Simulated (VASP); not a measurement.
Write the native input for VASP 6.6.1 that does the following.

```yaml
Task: single point
Functional: PBE
Potentials_or_basis: VASP PAW PBE potentials, release 64 (In_d)
Cutoff: 520 eV
k_mesh: 9 × 9 × 5
Occupations: fermi-dirac, width 0.05 eV
Spin: no spin polarisation
Further_INCAR_settings: ALGO = Normal; EDIFF = 1e-07; NBANDS = 20
```

The structure of In lies in POSCAR:

```
In
1.0
    3.3354847820      0.0000000000      0.0000000000
   -1.6677423910      2.8886145552      0.0000000000
    0.0000000000      0.0000000000      5.5091429200
In
2
Direct
    0.6666666667      0.3333333333      0.7500000000
    0.3333333333      0.6666666667      0.2500000000
```

This isn't the form of In at room conditions, which is tetragonal.

One way to write it, as run:

INCAR

```
SYSTEM = In
ALGO = Normal ; EDIFF = 1E-7
ENCUT = 520 ; GGA = PE
ISIF = 2 ; ISMEAR = -1
LASPH = .True. ; LCHARG = .False.
LREAL = .False. ; LWAVE = .False.
NBANDS = 20 ; NELM = 60
PREC = Accurate ; SIGMA = 0.05
```

KPOINTS

```
k-points
0
Gamma
  9 9 5
  0 0 0
```

Potentials or basis: VASP PAW PBE potentials, release 64 (In_d).

Launch:

```console
$ cat potpaw_PBE.64/In_d/POTCAR > POTCAR
$ mpirun -np 1 vasp_std > vasp.out
```

It gave:

| Item | Value |
| --- | --- |
| Pressure | 1.5 GPa |
| Band gap on the k mesh | none (metal or under the smearing width) |

Run time: 23 s on 1 thread of Intel(R) Xeon(R) Platinum 8488C (Sapphire Rapids), on a shared host, peak memory 0.18 GiB.
